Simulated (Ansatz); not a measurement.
WS2/WS2/WS2 (multilayer of trigonal-prismatic sheets), computed twice by G0W0.

The cell holds 9 atoms: 3 W and 6 S. Cell: a = 3.156 Å, b = 3.156 Å, c = 53.800 Å, α = 90.0°, β = 90.0°, γ = 120.0°. Regions: layer 1 (WS2), 3 atoms (1 W and 2 S); layer 2 (WS2), 3 atoms (1 W and 2 S); layer 3 (WS2), 3 atoms (1 W and 2 S). Vacuum lies along c.

```xyz
9
Lattice="3.1559 0.0000 0.0000 -1.5779 2.7331 0.0000 0.0000 0.0000 53.8000" Properties=species:S:1:pos:R:3
W     0.0000    1.8220   20.8211
S     1.5779    0.9110   22.3957
S     1.5779    0.9110   19.2446
W     1.5779    0.9110   26.9000
S     0.0000    1.8220   28.4738
S     0.0000    1.8220   25.3262
W     0.0000    1.8220   32.9789
S     1.5779    0.9110   34.5554
S     1.5779    0.9110   31.4043
```

The structure was relaxed with PBE-D3(BJ). The runs that relaxed it are not among those shown. Spin-orbit coupling is left out unless a run names it. PAW set soft_2, made with PBE.

The first (Ansatz 0.2.0; start PBE, 9×9×1 mesh, 617 empty bands, screening to 70 eV; 1 × NVIDIA H100 80GB HBM3 (shared by 6 runs) with 3 threads of AMD EPYC 7R13 (Zen 3), shared host) gave, on its mesh: starting gap 1.24 eV, G0W0 gap 1.72 eV, mean of 1 + 4πα/V (set by the cell height) 4.01, 2.9 min.

Q: The second changes empty bands from 617 to 246 and screening cutoff (eV) from 70.0 to 38. What does it give?

It gave: starting gap 1.24 eV, G0W0 gap 1.67 eV, mean of 1 + 4πα/V (set by the cell height) 4.03, 49 s. The G0W0 gap moves by −0.05 eV, +0.00 eV from the start and −0.05 eV from the correction. Σc changes by +0.35 eV at the valence top and +0.30 eV at the conduction bottom, and Σx − Vxc between them by +0.00 eV.

Limits: not at the basis limit; coarse mesh for a sheet; no spin-orbit coupling.

[Paths, hosts, dates, memory and timing lines, banners, echoed tables and standing remarks are left out of the program output.]

[Logs are printed without paths, hosts, clocks, repeated set-up lines and the standing remarks that a program may print on its own settings, such as how far it seeks lower states.]

[Runs of the session that timed out or met a known fault of the program may be left out.]

[Cells called generated may have been cut or substituted from an entry of the Crystallography Open Database or the Materials Project.]

[Hosts, paths, dates, database ids (printed as entryN), source tags and the programs' standing remarks are cut or masked in the printed files.]
